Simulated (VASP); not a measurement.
# RuS2 (Laurite) (Pa-3) in VASP: notebook

Runs on RuS2 (Laurite). Level: PBE. Tasks: equation of state.

Everything below comes from runs of VASP 6.6.1. Logs are shortened: lines on timing, memory, paths and dates and some standing lists are left out, and cuts for length are marked.

### Step 1. The crystal as given

The structure is cubic, space group Pa-3 (No. 205). The conventional cell has a = 5.646 Å, b = 5.646 Å, c = 5.646 Å, α = 90.00°, β = 90.00°, γ = 90.00°. Ru (site symmetry -3) has 6 S at 2.36 Å as nearest neighbours. S (site symmetry 3) is surrounded by 1 S at 2.21 Å and 3 Ru at 2.36 Å.

### Step 2. Equation of state, PBE, 14.40 Å³/atom (a relaxed cell with its volume scaled by 0.96)

The input, INCAR:

```
SYSTEM = RuS2
ALGO = Fast
EDIFF = 1E-6
ENCUT = 520
GGA = PE
ISIF = 2
ISMEAR = 0
KPAR = 4
LASPH = .True.
LCHARG = .False.
LREAL = .False.
LWAVE = .False.
NELM = 100
PREC = Accurate
SIGMA = 0.02
```

The input, KPOINTS:

```
k-points
0
Gamma
  4 4 4
  0 0 0
```

The input, POSCAR:

```
RuS2                                    
1.0
    5.5698149290      0.0000000000     -0.0000000000
    0.0000000000      5.5698149290      0.0000000000
    0.0000000000      0.0000000000      5.5698149290
  Ru              S             
     4     8
Direct
     0.0000000000000000    0.5000000000000000    0.5000000000000000
     0.5000000000000000    0.5000000000000000    0.0000000000000000
     0.5000000000000000    0.0000000000000000    0.5000000000000000
     0.0000000000000000    0.0000000000000000    0.0000000000000000
     0.3869923388236512    0.1130076611763488    0.8869923388236512
     0.1130076611763488    0.8869923388236512    0.3869923388236512
     0.8869923388236512    0.3869923388236512    0.1130076611763488
     0.6130076611763488    0.6130076611763488    0.6130076611763488
     0.6130076611763488    0.8869923388236512    0.1130076611763488
     0.8869923388236512    0.1130076611763488    0.6130076611763488
     0.1130076611763488    0.6130076611763488    0.8869923388236512
     0.3869923388236512    0.3869923388236512    0.3869923388236512
```

Potentials or basis: VASP PAW PBE potentials, release 64 (Ru_pv, S).

Launch:

```bash
$ cat potpaw_PBE.64/Ru_pv/POTCAR potpaw_PBE.64/S/POTCAR > POTCAR
$ mpirun -np 4 vasp_std > vasp.out
```

OUTCAR:

```text
SYSTEM = RuS2
   EDIFF = 1E-6
   ENCUT = 520
   GGA = PE
   ISIF = 2
   ISMEAR = 0
   LASPH = .True.
   LREAL = .False.
   NELM = 100
   PREC = Accurate

 ion  position               nearest neighbor table
   1  0.000  0.500  0.500-   6 2.33   7 2.33   8 2.33  10 2.33  11 2.33  12 2.33
   2  0.500  0.500  0.000-   5 2.33   7 2.33   8 2.33   9 2.33  11 2.33  12 2.33
   3  0.500  0.000  0.500-   5 2.33   6 2.33   8 2.33   9 2.33  10 2.33  12 2.33
   4  0.000  0.000  0.000-   5 2.33   6 2.33   7 2.33   9 2.33  10 2.33  11 2.33
   5  0.387  0.113  0.887-   9 2.18   3 2.33   4 2.33   2 2.33
   6  0.113  0.887  0.387-  10 2.18   3 2.33   4 2.33   1 2.33
   7  0.887  0.387  0.113-  11 2.18   2 2.33   4 2.33   1 2.33
   8  0.613  0.613  0.613-  12 2.18   2 2.33   3 2.33   1 2.33
   9  0.613  0.887  0.113-   5 2.18   3 2.33   4 2.33   2 2.33
  10  0.887  0.113  0.613-   6 2.18   3 2.33   4 2.33   1 2.33
  11  0.113  0.613  0.887-   7 2.18   2 2.33   4 2.33   1 2.33
  12  0.387  0.387  0.387-   8 2.18   2 2.33   3 2.33   1 2.33

  LATTYP: Found a simple cubic cell.
 ALAT       =     5.5698149290

  Lattice vectors:

 A1 = (   5.5698149290,   0.0000000000,   0.0000000000)
 A2 = (   0.0000000000,   5.5698149290,   0.0000000000)
 A3 = (   0.0000000000,   0.0000000000,   5.5698149290)

Analysis of symmetry for initial positions (statically):
=====================================================================
 Subroutine PRICEL returns:
 Original cell was already a primitive cell.

 Routine SETGRP: Setting up the symmetry group for a
 simple cubic supercell.

 Subroutine GETGRP returns: Found 24 space group operations
 (whereof  6 operations were pure point group operations)
 out of a pool of 48 trial point group operations.

The static configuration has the point symmetry S_6 .
 The point group associated with its full space group is T_h .

Analysis of symmetry for dynamics (positions and initial velocities):
=====================================================================
 Subroutine PRICEL returns:
 Original cell was already a primitive cell.

 Routine SETGRP: Setting up the symmetry group for a
 simple cubic supercell.

 Subroutine GETGRP returns: Found 24 space group operations
 (whereof  6 operations were pure point group operations)
 out of a pool of 48 trial point group operations.

The dynamic configuration has the point symmetry S_6 .
 The point group associated with its full space group is T_h .

 Subroutine INISYM returns: Found 24 space group operations
 (whereof  6 operations are pure point group operations),
 and found     1 'primitive' translations

----------------------------------------------------------------------------------------

                                     Primitive cell

  volume of cell :     172.7915

  direct lattice vectors                    reciprocal lattice vectors
     5.569814929  0.000000000  0.000000000     0.179539179  0.000000000  0.000000000
     0.000000000  5.569814929  0.000000000     0.000000000  0.179539179  0.000000000
     0.000000000  0.000000000  5.569814929     0.000000000  0.000000000  0.179539179

  length of vectors
     5.569814929  5.569814929  5.569814929     0.179539179  0.179539179  0.179539179

  position of ions in fractional coordinates (direct lattice)
     0.000000000  0.500000000  0.500000000
     0.500000000  0.500000000  0.000000000
     0.500000000  0.000000000  0.500000000
     0.000000000  0.000000000  0.000000000
     0.386992339  0.113007661  0.886992339
     0.113007661  0.886992339  0.386992339
     0.886992339  0.386992339  0.113007661
     0.613007661  0.613007661  0.613007661
     0.613007661  0.886992339  0.113007661
     0.886992339  0.113007661  0.613007661
     0.113007661  0.613007661  0.886992339
     0.386992339  0.386992339  0.386992339

  ion indices of the primitive-cell ions
   primitive index   ion index
                 1           1
                 2           2
                 3           3
                 4           4
                 5           5
                 6           6
                 7           7
                 8           8
                 9           9
                10          10
                11          11
                12          12

----------------------------------------------------------------------------------------

 KPOINTS: k-points

Automatic generation of k-mesh.
 Grid dimensions read from file:
 generate k-points for:    4    4    4

 Generating k-lattice:

  Cartesian coordinates                     Fractional coordinates (reciprocal lattice)
     0.044884795  0.000000000  0.000000000     0.250000000  0.000000000  0.000000000
     0.000000000  0.044884795  0.000000000     0.000000000  0.250000000  0.000000000
     0.000000000  0.000000000  0.044884795     0.000000000  0.000000000  0.250000000

  Length of vectors
     0.044884795  0.044884795  0.044884795

  Shift w.r.t. Gamma in fractional coordinates (k-lattice)
     0.000000000  0.000000000  0.000000000

 Subroutine IBZKPT returns following result:
 ===========================================

 Found     11 irreducible k-points:

 Following reciprocal coordinates:
            Coordinates               Weight
  0.000000  0.000000  0.000000      1.000000
  0.250000  0.000000  0.000000      6.000000
  0.500000  0.000000  0.000000      3.000000
  0.250000  0.250000  0.000000     12.000000
  0.500000  0.250000  0.000000      6.000000
 -0.250000  0.500000  0.000000      6.000000
  0.500000  0.500000  0.000000      3.000000
  0.250000  0.250000  0.250000      8.000000
  0.500000  0.250000  0.250000     12.000000
  0.500000  0.500000  0.250000      6.000000
  0.500000  0.500000  0.500000      1.000000
   k-points           NKPTS =     11   k-points in BZ     NKDIM =     11   number of bands    NBANDS=     62
   number of dos      NEDOS =    301   number of ions     NIONS =     12
   total plane-waves  NPLWV =  74088
   dimension x,y,z NGX =    42 NGY =   42 NGZ =   42
   dimension x,y,z NGXF=    84 NGYF=   84 NGZF=   84
   ions per type =               4   8
   NGX,Y,Z   is equivalent  to a cutoff of  12.54, 12.54, 12.54 a.u.
   NGXF,Y,Z  is equivalent  to a cutoff of  25.07, 25.07, 25.07 a.u.
 SYSTEM =  RuS2
   PREC   = accura    normal or accurate (medium, high low for compatibility)
   ISTART =      0    job   : 0-new  1-cont  2-samecut
   ICHARG =      2    charge: 1-file 2-atom 10-const
   ISPIN  =      1    spin polarized calculation?
   LNONCOLLINEAR =      F non collinear calculations
   LSORBIT =      F    spin-orbit coupling
   LASPH  =      T    aspherical Exc in radial PAW
   ENCUT  =  520.0 eV  38.22 Ry    6.18 a.u.  10.36 10.36 10.36*2*pi/ulx,y,z
   NELM   =    100;   NELMIN=  2; NELMDL= -5     # of ELM steps
   EDIFF  = 0.1E-05   stopping-criterion for ELM
[... 8 lines left out ...]
   TEBEG  =    0.0;   TEEND  =   0.0 temperature during run
   PSTRESS=    0.0 pullay stress
   NELECT =     104.0000    total number of electrons
   NUPDOWN=      -1.0000    fix difference up-down
   EMIN   =  10.00;   EMAX   =-10.00  energy-range for DOS
   EFERMI =   0.00;   METHOD = LEGACY
   ISMEAR =     0;   SIGMA  =   0.02  broadening in eV -4-tet -1-fermi 0-gaus
   EFERMI_NEDOS =   21; number of points for ismear=-14 and -15
   IALGO  =     68    algorithm
   IMIX   =      4    mixing-type and parameters
     AMIX     =   0.40;   BMIX     =  1.00
     AMIX_MAG =   1.60;   BMIX_MAG =  1.00
  volume/ion in A,a.u.               =      14.40        97.17
  Fermi-wavevector in a.u.,A,eV,Ry     =   1.382224  2.612025 25.994528  1.910544
  Thomas-Fermi vector in A             =   2.506935
   LORBIT       =      0    0 simple, 1 ext, 2 COOP (PROOUT), +10 PAW based schemes
   GGA     = PE    functional components
   LHFCALC =     F    Hartree Fock is set to
   AEXX    =    0.0000 exact exchange contribution
   IVDW    =     0    specifies the selected vdW correction
   LEPSILON=     F    determine dielectric tensor
   LRPA    =     F    only Hartree local field effects (RPA)
 non-spin polarized calculation
 RMM-DIIS sequential band-by-band and
 Gauss-broadening in eV      SIGMA  =   0.02
  energy-cutoff  :      520.00
  volume of cell :      172.79
 maximum number of plane-waves:      4700
 NGX is ok and might be reduce to    42
   NGX = 21   NGY = 21   NGZ = 21

 number of electron     103.9999972 magnetization

 Free energy of the ion-electron system (eV)
  ---------------------------------------------------
  ext. energy  EPLUGINS =         0.00000000
  ---------------------------------------------------
  free energy    TOTEN  =       -76.42762270 eV

  energy without entropy =      -76.42762270  energy(sigma->0) =      -76.42762270

 E-fermi :   9.4047     XC(G=0): -12.0683

 val. band max:        9.3013206352   @ k =   0.5000   0.0000   0.0000
 cond. band min:       9.9054479825   @ k =   0.0000   0.0000   0.0000
 fundamental gap:      0.6041273473
 Fermi energy:         9.4046861362

 k-point     1 :       0.0000    0.0000    0.0000
  band No.  band energies     occupation
      1     -32.6712      2.00000
      2     -32.6712      2.00000
      3     -32.6712      2.00000
      4     -32.6603      2.00000
      5     -32.6603      2.00000
      6     -32.6567      2.00000
[... 54 lines left out ...]
     61      14.3464      0.00000
     62      14.4331      0.00000

 k-point     2 :       0.2500    0.0000    0.0000
  band No.  band energies     occupation
      1     -32.6697      2.00000
      2     -32.6696      2.00000
      3     -32.6696      2.00000
      4     -32.6619      2.00000
      5     -32.6597      2.00000
      6     -32.6582      2.00000
[... 574 lines left out ...]
     61      13.1084      0.00000
     62      13.1084      0.00000

 k-point    11 :       0.5000    0.5000    0.5000
  band No.  band energies     occupation
      1     -32.6706      2.00000
      2     -32.6706      2.00000
      3     -32.6706      2.00000
      4     -32.6706      2.00000
      5     -32.6558      2.00000
      6     -32.6558      2.00000
[... 54 lines left out ...]
     61      13.2493      0.00000
     62      13.2493      0.00000

------------------------ aborting loop because EDIFF is reached ----------------------------------------

  FORCE on cell =-STRESS in cart. coord.  units (eV):
  Direction    XX          YY          ZZ          XY          YZ          ZX
  --------------------------------------------------------------------------------------
  -------------------------------------------------------------------------------------
  Total        8.3957964      8.3957964      8.3957964     -0.0000000      0.0000000      0.0000000
  in kB       77.8484884     77.8484884     77.8484884     -0.0000000      0.0000000      0.0000000
  external PRESSURE =      77.8484884 kB  Pullay stress =       0.0000000 kB

 VOLUME and BASIS-vectors are now :
 -----------------------------------------------------------------------------
  energy-cutoff  :      520.00
  volume of cell :      172.79
      direct lattice vectors                 reciprocal lattice vectors
     5.569814929  0.000000000  0.000000000     0.179539179  0.000000000  0.000000000
     0.000000000  5.569814929  0.000000000     0.000000000  0.179539179  0.000000000
     0.000000000  0.000000000  5.569814929     0.000000000  0.000000000  0.179539179

 POSITION                                       TOTAL-FORCE (eV/Angst)
 -----------------------------------------------------------------------------------
      0.00000      2.78491      2.78491        -0.000000      0.000000      0.000000
      2.78491      2.78491      0.00000        -0.000000      0.000000      0.000000
      2.78491      0.00000      2.78491        -0.000000      0.000000      0.000000
      0.00000      0.00000      0.00000        -0.000000      0.000000      0.000000
      2.15548      0.62943      4.94038         0.004303     -0.004303      0.004303
      0.62943      4.94038      2.15548        -0.004303      0.004303      0.004303
      4.94038      2.15548      0.62943         0.004303      0.004303     -0.004303
      3.41434      3.41434      3.41434        -0.004303     -0.004303     -0.004303
      3.41434      4.94038      0.62943        -0.004303      0.004303     -0.004303
      4.94038      0.62943      3.41434         0.004303     -0.004303     -0.004303
      0.62943      3.41434      4.94038        -0.004303     -0.004303      0.004303
      2.15548      2.15548      2.15548         0.004303      0.004303      0.004303
 -----------------------------------------------------------------------------------
    total drift:                                0.000000     -0.000000     -0.000000

  FREE ENERGIE OF THE ION-ELECTRON SYSTEM (eV)
  ---------------------------------------------------
  free  energy   TOTEN  =       -76.4276227006 eV

  energy  without entropy=      -76.4276227006  energy(sigma->0) =      -76.42762270
```

Run time: 66 s. Hardware: 4 MPI ranks of AMD EPYC 7R43 (Zen 3), shared host; peak memory 0.26 GiB.

What came out:

- Free energy: -76.4276 eV
- Pressure: 7.8 GPa
- Largest force: 0.007 eV/Å
- Band gap on the k mesh: 0.60 eV, indirect (least direct gap 0.84 eV)

### Step 3. Equation of state, PBE, 14.70 Å³/atom (a relaxed cell with its volume scaled by 0.98)

INCAR is that of step 2.

KPOINTS is that of step 2.

POSCAR: that of step 2 with these lines changed.

```diff
@@ -2,5 +2,5 @@
 1.0
-    5.5698149290      0.0000000000     -0.0000000000
-    0.0000000000      5.5698149290      0.0000000000
-    0.0000000000      0.0000000000      5.5698149290
+    5.6082286596      0.0000000000     -0.0000000000
+    0.0000000000      5.6082286596      0.0000000000
+    0.0000000000      0.0000000000      5.6082286596
   Ru              S
```

Potentials or basis: VASP PAW PBE potentials, release 64 (Ru_pv, S).

Launch:

```bash
$ cat potpaw_PBE.64/Ru_pv/POTCAR potpaw_PBE.64/S/POTCAR > POTCAR
$ mpirun -np 4 vasp_std > vasp.out
```

Run time: 79 s. Hardware: 4 MPI ranks of AMD EPYC 7R43 (Zen 3), shared host; peak memory 0.27 GiB.

The run converged. Its results:

```
Free energy            : -76.5575 eV
Pressure               : 3.7 GPa
Band gap on the k mesh : 0.61 eV, indirect (least direct gap 0.84 eV)
```

### Step 4. Equation of state, PBE, 15.00 Å³/atom

INCAR is that of step 3.

KPOINTS is that of step 3.

POSCAR: that of step 3 with these lines changed.

```diff
@@ -2,5 +2,5 @@
 1.0
-    5.6082286596      0.0000000000     -0.0000000000
-    0.0000000000      5.6082286596      0.0000000000
-    0.0000000000      0.0000000000      5.6082286596
+    5.6461232460      0.0000000000     -0.0000000000
+    0.0000000000      5.6461232460      0.0000000000
+    0.0000000000      0.0000000000      5.6461232460
   Ru              S
```

Launch:

```bash
$ cat potpaw_PBE.64/Ru_pv/POTCAR potpaw_PBE.64/S/POTCAR > POTCAR
$ mpirun -np 4 vasp_std > vasp.out
```

It took 72 s on 4 MPI ranks of AMD EPYC 7R43 (Zen 3), shared host; peak memory 0.27 GiB.

Results (log left out):

```yaml
Free_energy: -76.5998 eV
Pressure: 0.0 GPa
Largest_force: 0.007 eV/Å
Band_gap_on_the_k_mesh: 0.62 eV, indirect (least direct gap 0.84 eV)
```

### Step 5. Equation of state, PBE, 15.30 Å³/atom (a relaxed cell with its volume scaled by 1.02)

INCAR is that of step 4.

KPOINTS is that of step 4.

POSCAR: that of step 4 with these lines changed.

```diff
@@ -2,5 +2,5 @@
 1.0
-    5.6461232460      0.0000000000     -0.0000000000
-    0.0000000000      5.6461232460      0.0000000000
-    0.0000000000      0.0000000000      5.6461232460
+    5.6835158804      0.0000000000     -0.0000000000
+    0.0000000000      5.6835158804      0.0000000000
+    0.0000000000      0.0000000000      5.6835158804
   Ru              S
```

Launch:

```bash
$ cat potpaw_PBE.64/Ru_pv/POTCAR potpaw_PBE.64/S/POTCAR > POTCAR
$ mpirun -np 4 vasp_std > vasp.out
```

Wall time 68 s (4 MPI ranks of AMD EPYC 7R43 (Zen 3), shared host); peak memory 0.27 GiB.

Results (log left out):

```yaml
Free_energy: -76.5644 eV
Pressure: -3.3 GPa
Largest_force: 0.012 eV/Å
Band_gap_on_the_k_mesh: 0.63 eV, indirect (least direct gap 0.83 eV)
```

### Step 6. Equation of state, PBE, 15.60 Å³/atom (a relaxed cell with its volume scaled by 1.04)

INCAR is that of step 5.

KPOINTS is that of step 5.

POSCAR: that of step 5 with these lines changed.

```diff
@@ -2,5 +2,5 @@
 1.0
-    5.6835158804      0.0000000000     -0.0000000000
-    0.0000000000      5.6835158804      0.0000000000
-    0.0000000000      0.0000000000      5.6835158804
+    5.7204228618      0.0000000000     -0.0000000000
+    0.0000000000      5.7204228618      0.0000000000
+    0.0000000000      0.0000000000      5.7204228618
   Ru              S
```

Potentials or basis: VASP PAW PBE potentials, release 64 (Ru_pv, S).

Launch:

```bash
$ cat potpaw_PBE.64/Ru_pv/POTCAR potpaw_PBE.64/S/POTCAR > POTCAR
$ mpirun -np 4 vasp_std > vasp.out
```

It took 91 s on 4 MPI ranks of AMD EPYC 7R43 (Zen 3), shared host; peak memory 0.34 GiB.

The run converged. Its results:

| Property | Result |
| --- | --- |
| Free energy | -76.4596 eV |
| Pressure | -6.2 GPa |
| Largest force | 0.015 eV/Å |
| Band gap on the k mesh | 0.63 eV, indirect (least direct gap 0.83 eV) |

### Step 7. Equation of state, PBE

No new run: the results of the series are fitted here.

Results:

| Property | Result |
| --- | --- |
| Equilibrium volume | 15.01 Å³/atom |
| Bulk modulus at fixed shape and positions | 173 GPa |
| Pressure derivative of the bulk modulus | 4.8 (rough: it moves with the points fitted) |

Energy against volume, from the lowest point:
```csv
volume (Å³/atom),energy (meV/atom)
14.399,14.35
14.699,3.52
14.999,0.00
15.299,2.95
15.599,11.68
```

Caveat: the cell was scaled at fixed shape and fractional positions, which overstates the stiffness of a crystal with free parameters, most of all of layers and chains.
